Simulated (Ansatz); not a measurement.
# InP (F-43m) in Ansatz: notebook

Runs on InP. Level: LDA. Tasks: single point, equation of state.

Everything below comes from runs of Ansatz 0.2.0. Logs are shortened: lines on timing, memory, paths and dates and some standing lists are left out, and cuts for length are marked.

**Measured values to compare with.**

From a printed reference work, data compilation, for a bulk crystal of InP: bulk modulus 71 GPa.

The runs below are set against these values where they give the same quantity.

## 1. The crystal as given

It takes space group F-43m (No. 216, cubic). Conventional cell: a = 5.861 Å, b = 5.861 Å, c = 5.861 Å, α = 90.00°, β = 90.00°, γ = 90.00°. Around In (site symmetry -43m) lie 4 P at 2.54 Å. Around P (site symmetry -43m) lie 4 In at 2.54 Å.

## 2. Single point, LDA, 23.66 Å³/atom (volume scaled by 0.94)

input.yaml

```yaml
crystal:
  lattice:
    - [0.0, 2.8706770916, 2.8706770916]
    - [2.8706770916, 0.0, 2.8706770916]
    - [2.8706770916, 2.8706770916, 0.0]
  atoms:
    - { symbol: In, position: [0.0, 0.0, 0.0] }
    - { symbol: P, position: [0.75, 0.75, 0.75] }
hamiltonian:
  xc: lda
  pseudopotentials: { kind: paw }
kpoints:
  mp_grid: { grid: [8, 8, 8] }
scf:
  occupations: { method: fermi_dirac, width: 0.05 }
output:
  forces: true
  stress: true
  eigenvalues: true
```

Potentials or basis: Ansatz PAW.

On the command line:

```console
$ ansatz run input.yaml --threads 2 --pin off --max-ram 5120MiB --backend cpu --events-out ev --progress --plain --runs-dir out
```

The program printed:

```text
Warning: RAYON_NUM_THREADS=2 ignored (pool sized by the plan → 2); use --threads N
Engine: ansatz 0.2.0, x86_64-unknown-linux-gnu
Pseudopotentials: kind: paw
Pseudopotential: In, paw, valence charge 13, recommended cutoff 420 eV (normal), In.paw.azcp
Pseudopotential: P, paw, valence charge 5, recommended cutoff 420 eV (normal), P.paw.azcp
Functional definition: SPW92
  exchange = slater_x
  correlation = pw_c
Crystal: 2 atoms, lattice volume = 47.313 Å³
Basis set: ecut = 420 eV, 941 PW (Γ)
Bands: 13, of which v1, the nominal top of the filled ones, is band 9 counted from 1 (8 counted from 0)
Symmetry: 24 space group operations
Space group: F-43m (ITA 216), of the structure as read, at distance tolerance 3.6e-5 Å
k-points: 29 of 512 (time reversal used)
Non-local potential: In, projectors of the file, l = 0: 2, l = 1: 2, l = 2: 2, l = 3: 2
Non-local potential: P, projectors of the file, l = 0: 2, l = 1: 2, l = 2: 2
PAW form: soft (Blöchl's): semilocal exchange-correlation on the pseudo side does not see the compensation charge
PAW frozen core: In, regenerated for the run's functional, and the local potential with it (the file was generated under x = pbe(κ = 0.804, μ = 0.2195149727645171), c = pbe(β = 0.06672455060314922))
PAW frozen core: P, regenerated for the run's functional, and the local potential with it (the file was generated under x = pbe(κ = 0.804, μ = 0.2195149727645171), c = pbe(β = 0.06672455060314922))
PAW one-centre angular grid: In, 590 points (default); XC on 64 Gauss nodes
PAW one-centre angular grid: P, 110 points (default); XC on 64 Gauss nodes
Initial density: superposition of atomic densities (neutral atoms: chi_scale 0, normalization atom), corrected by the library's trained network
Initial wavefunctions: pseudopotential atomic-orbital guess
Functional: x = slater, c = lda
SCF iter   1: F=—  HF=-6183.538921 eV  |F-HF|=—  |Δ(HF+E_count)|=         —  Δρ=8.39e-3  dr2=3.16e-2  ethr=1.77e-3  ⟨swp⟩=6.1  Hψ=2516  notcnv=0
preconditioner: auto → none  [insulator: Δε(μ)=0.759 eV  Ē_g=14.844 eV  σ=0.050 eV  W_gap=1.00  n_scr=14 (ndim 8)  ℏωp=22.9 eV  f_vac=0.012  D(μ)=0.00/eV (n_scr^D=0)  ε∞_Penn≈3.4]
SCF iter   2: F=—  HF=-6183.528609 eV  |F-HF|=—  |Δ(HF+E_count)|=   1.03e-2  Δρ=2.50e-3  dr2=1.58e-3  ethr=1.76e-4  ⟨swp⟩=3.2  Hψ=954  notcnv=0
SCF iter   3: F=—  HF=-6183.528225 eV  |F-HF|=—  |Δ(HF+E_count)|=   3.84e-4  Δρ=7.74e-4  dr2=2.36e-4  ethr=8.75e-6  ⟨swp⟩=3.0  Hψ=684  notcnv=0
SCF iter   4: F=—  HF=-6183.528177 eV  |F-HF|=—  |Δ(HF+E_count)|=   4.83e-5  Δρ=2.36e-4  dr2=2.05e-5  ethr=1.31e-6  ⟨swp⟩=2.6  Hψ=606  notcnv=0
SCF iter   5: F=—  HF=-6183.528169 eV  |F-HF|=—  |Δ(HF+E_count)|=   7.49e-6  Δρ=2.56e-5  dr2=2.18e-7  ethr=1.14e-7  ⟨swp⟩=2.7  Hψ=713  notcnv=0
SCF iter   6: F=-6183.528169 eV  HF=-6183.528169 eV  |F-HF|=7.97e-10  |Δ(HF+E_count)|=   1.34e-8  Δρ=1.99e-6  dr2=1.32e-9  ethr=5.56e-10  ⟨swp⟩=7.1  Hψ=1881  notcnv=0
SCF 1 converged in 6 iterations: F = -6183.528169 eV  dr2 = 1.32e-9
SCF converged after 6 iterations
Free energy (F): -6183.528169 eV
Harris-Foulkes:  -6183.528169 eV  (|F-HF|=7.97e-10)
Internal energy: -6183.528167 eV  (E = F + TS)
E sigma→0 (E₀):  -6183.528168 eV
Entropy (-TS):   -0.000002 eV (-0.001 meV/atom)
Fermi energy:    7.996928 eV
--- Per-component energies (eV) ---
  E_band       = -45.239684
  E_kinetic    = 316.510671
  E_local      = -1365.171747  (includes V_loc(G=0)·N_el)
  E_nonlocal   = 405.970951
  E_hartree    = 536.673960
  E_xc         = -275.337798
  E_vxc        = -162.818958  (∫ρ·V_xc dr)
  E_paw        = -4556.429125  (= ΣΔE_a)
  E_vpaw       = -313.078755  (= ΣTr[D̂ρ^β])
  E_aug_tail   = 0.000029  (compensation charges beyond the density's cutoff)
  E_ewald      = -1246.146996
  E_core_change = 0.401888  (= ΣΔE_core)
  E_smearing   = -0.000002  (= −TS)
  E_closure    = -0.000000  (closes the sum)
  Σ components = -6183.528169   (vs F -6183.528169, Δ=0.00e0)
--- Forces (eV/Å), atoms counted from 1 ---
  atom   1  In    -0.00000000     0.00000000     0.00000000
  atom   2  P      0.00000000    -0.00000000    -0.00000000
  max |Σ_I F_I| component: 9.25e-17 eV/Å
--- Stress (GPa, compression-positive) ---
        3.493798       0.000000      -0.000000
       -0.000000       3.493798       0.000000
       -0.000000       0.000000       3.493798
  P = ⅓ Tr σ = 3.4938 GPa (34.938 kbar)
--- Band table (eV; the first three rows and the last of 29) ---
  k-point 0: bands = ["-6.7677", "-6.7677", "-6.7677", "-6.5786", "-6.5786", "-4.4442", "7.5593", "7.5593", "7.5593", "8.3751", "11.5067", "11.5067", "11.5067"]
  k-point 1: bands = ["-6.7929", "-6.7583", "-6.7583", "-6.5786", "-6.5786", "-4.2453", "5.9529", "7.3463", "7.3463", "9.2789", "11.7108", "11.8112", "11.8112"]
  k-point 2: bands = ["-6.8492", "-6.7386", "-6.7386", "-6.5756", "-6.5756", "-3.6884", "3.9095", "6.9299", "6.9299", "9.3373", "12.2620", "12.2620", "12.8922"]
  k-point 28: bands = ["-6.9559", "-6.6932", "-6.6488", "-6.6060", "-6.5605", "-1.6242", "1.5655", "4.2848", "4.2911", "11.7422", "12.0690", "13.1118", "13.5969"]
```

It took 0.87 s on 2 threads of AMD EPYC 7B13 (Zen 3), shared host; peak memory 0.36 GiB.

What came out:

```yaml
Free_energy: -6183.5282 eV
Pressure: 3.5 GPa
Band_gap_on_the_k_mesh: 0.82 eV, direct
```

Caveat: spin-orbit coupling is left out, which moves the levels of the heavy elements; the PAW data sets come from PBE, with cores solved anew for the run's functional, which leaves a small shift of forces and pressure.

## 3. Single point, LDA, 24.16 Å³/atom (volume scaled by 0.96)

Changes to input.yaml since step 2:

```diff
@@ -2,5 +2,5 @@
   lattice:
-    - [0.0, 2.8706770916, 2.8706770916]
-    - [2.8706770916, 0.0, 2.8706770916]
-    - [2.8706770916, 2.8706770916, 0.0]
+    - [0.0, 2.8908937935, 2.8908937935]
+    - [2.8908937935, 0.0, 2.8908937935]
+    - [2.8908937935, 2.8908937935, 0.0]
   atoms:
@@ -19 +19,5 @@
   eigenvalues: true
+  write_density: true
+  write_potential: true
+  elf: true
+  volumetric_format: npy
```

Potentials or basis: Ansatz PAW.

On the command line:

```console
$ ansatz run input.yaml --threads 2 --pin off --max-ram 5120MiB --backend cpu --events-out ev --progress --plain --runs-dir out
```

It took 1.2 s on 2 threads of AMD EPYC 7B13 (Zen 3), shared host; peak memory 0.38 GiB.

The run converged. Its results:

```yaml
Free_energy: -6183.5445 eV
Pressure: 1.7 GPa
Band_gap_on_the_k_mesh: 0.70 eV, direct
```

Caveat: spin-orbit coupling is left out, which moves the levels of the heavy elements; the PAW data sets come from PBE, with cores solved anew for the run's functional, which leaves a small shift of forces and pressure.

## 4. Single point, LDA, 24.66 Å³/atom (volume scaled by 0.98)

input.yaml

```yaml
crystal:
  lattice:
    - [0.0, 2.9108316221, 2.9108316221]
    - [2.9108316221, 0.0, 2.9108316221]
    - [2.9108316221, 2.9108316221, 0.0]
  atoms:
    - { symbol: In, position: [0.0, 0.0, 0.0] }
    - { symbol: P, position: [0.75, 0.75, 0.75] }
hamiltonian:
  xc: lda
  pseudopotentials: { kind: paw }
kpoints:
  mp_grid: { grid: [8, 8, 8] }
scf:
  occupations: { method: fermi_dirac, width: 0.05 }
output:
  forces: true
  stress: true
  eigenvalues: true
```

On the command line:

```console
$ ansatz run input.yaml --threads 2 --pin off --max-ram 5120MiB --backend cpu --events-out ev --progress --plain --runs-dir out
```

Run time: 0.91 s. Hardware: 2 threads of AMD EPYC 7B13 (Zen 3), shared host; peak memory 0.34 GiB.

Results (log left out):

- Free energy: -6183.5505 eV
- Pressure: 0.2 GPa
- Band gap on the k mesh: 0.59 eV, direct

Caveat: spin-orbit coupling is left out, which moves the levels of the heavy elements; the PAW data sets come from PBE, with cores solved anew for the run's functional, which leaves a small shift of forces and pressure.

## 5. Single point, LDA, 25.17 Å³/atom

Changes to input.yaml since step 4:

```diff
@@ -2,5 +2,5 @@
   lattice:
-    - [0.0, 2.9108316221, 2.9108316221]
-    - [2.9108316221, 0.0, 2.9108316221]
-    - [2.9108316221, 2.9108316221, 0.0]
+    - [0.0, 2.9305, 2.9305]
+    - [2.9305, 0.0, 2.9305]
+    - [2.9305, 2.9305, 0.0]
   atoms:
```

On the command line:

```console
$ ansatz run input.yaml --threads 2 --pin off --max-ram 5120MiB --backend cpu --events-out ev --progress --plain --runs-dir out
```

It took 0.89 s on 2 threads of AMD EPYC 7B13 (Zen 3), shared host; peak memory 0.37 GiB.

Results (log left out):

```
Free energy            : -6183.5472 eV
Pressure               : -1.2 GPa
Band gap on the k mesh : 0.48 eV, direct
```

Caveat: spin-orbit coupling is left out, which moves the levels of the heavy elements; the PAW data sets come from PBE, with cores solved anew for the run's functional, which leaves a small shift of forces and pressure.

## 6. Single point, LDA, 25.67 Å³/atom (volume scaled by 1.02)

Changes to input.yaml since step 5:

```diff
@@ -2,5 +2,5 @@
   lattice:
-    - [0.0, 2.9305, 2.9305]
-    - [2.9305, 0.0, 2.9305]
-    - [2.9305, 2.9305, 0.0]
+    - [0.0, 2.9499078504, 2.9499078504]
+    - [2.9499078504, 0.0, 2.9499078504]
+    - [2.9499078504, 2.9499078504, 0.0]
   atoms:
@@ -19 +19,5 @@
   eigenvalues: true
+  write_density: true
+  write_potential: true
+  elf: true
+  volumetric_format: npy
```

Potentials or basis: Ansatz PAW.

On the command line:

```console
$ ansatz run input.yaml --threads 2 --pin off --max-ram 5120MiB --backend cpu --events-out ev --progress --plain --runs-dir out
```

Wall time 1.2 s (2 threads of AMD EPYC 7B13 (Zen 3), shared host); peak memory 0.38 GiB.

It converged, with:

| Item | Value |
| --- | --- |
| Free energy | -6183.5357 eV |
| Pressure | -2.4 GPa |
| Band gap on the k mesh | 0.37 eV, direct |

Caveat: spin-orbit coupling is left out, which moves the levels of the heavy elements; the PAW data sets come from PBE, with cores solved anew for the run's functional, which leaves a small shift of forces and pressure.

## 7. Single point, LDA, 26.17 Å³/atom (volume scaled by 1.04)

Changes to input.yaml since step 6:

```diff
@@ -2,5 +2,5 @@
   lattice:
-    - [0.0, 2.9499078504, 2.9499078504]
-    - [2.9499078504, 0.0, 2.9499078504]
-    - [2.9499078504, 2.9499078504, 0.0]
+    - [0.0, 2.9690636329, 2.9690636329]
+    - [2.9690636329, 0.0, 2.9690636329]
+    - [2.9690636329, 2.9690636329, 0.0]
   atoms:
```

On the command line:

```console
$ ansatz run input.yaml --threads 2 --pin off --max-ram 5120MiB --backend cpu --events-out ev --progress --plain --runs-dir out
```

Wall time 1.1 s (2 threads of AMD EPYC 7B13 (Zen 3), shared host); peak memory 0.38 GiB.

It converged, with:

```yaml
Free_energy: -6183.5168 eV
Pressure: -3.5 GPa
Band_gap_on_the_k_mesh: 0.27 eV, direct
```

Caveat: spin-orbit coupling is left out, which moves the levels of the heavy elements; the PAW data sets come from PBE, with cores solved anew for the run's functional, which leaves a small shift of forces and pressure.

## 8. Single point, LDA, 26.68 Å³/atom (volume scaled by 1.06)

input.yaml

```yaml
crystal:
  lattice:
    - [0.0, 2.9879753761, 2.9879753761]
    - [2.9879753761, 0.0, 2.9879753761]
    - [2.9879753761, 2.9879753761, 0.0]
  atoms:
    - { symbol: In, position: [0.0, 0.0, 0.0] }
    - { symbol: P, position: [0.75, 0.75, 0.75] }
hamiltonian:
  xc: lda
  pseudopotentials: { kind: paw }
kpoints:
  mp_grid: { grid: [8, 8, 8] }
scf:
  occupations: { method: fermi_dirac, width: 0.05 }
output:
  forces: true
  stress: true
  eigenvalues: true
```

On the command line:

```console
$ ansatz run input.yaml --threads 2 --pin off --max-ram 5120MiB --backend cpu --events-out ev --progress --plain --runs-dir out
```

Wall time 0.93 s (2 threads of AMD EPYC 7B13 (Zen 3), shared host); peak memory 0.37 GiB.

The run converged. Its results:

```yaml
Free_energy: -6183.4914 eV
Pressure: -4.5 GPa
Band_gap_on_the_k_mesh: 0.17 eV, direct
```

Caveat: spin-orbit coupling is left out, which moves the levels of the heavy elements; the PAW data sets come from PBE, with cores solved anew for the run's functional, which leaves a small shift of forces and pressure.

## 9. Equation of state, LDA

Potentials or basis: Ansatz PAW.

No new run: the results of the series are fitted here.

What came out:

| Quantity | Value |
| --- | --- |
| Equilibrium volume | 24.73 Å³/atom |
| Bulk modulus | 71 GPa |
| Pressure derivative of the bulk modulus | 4.7 |

Energy against volume, from the lowest point:
```csv
volume (Å³/atom),energy (meV/atom)
23.657,11.17
24.160,2.98
24.663,0.00
25.167,1.65
25.670,7.41
26.173,16.85
26.677,29.54
```

LDA usually gives volumes a few per cent too small.

## 10. How close it comes

Step 9. A measured bulk modulus of InP is 71 GPa (a printed reference work, data compilation); the calculated 71 GPa misses it by +0.4 %. The fit is for a static lattice scaled at fixed shape and fixed fractional positions.
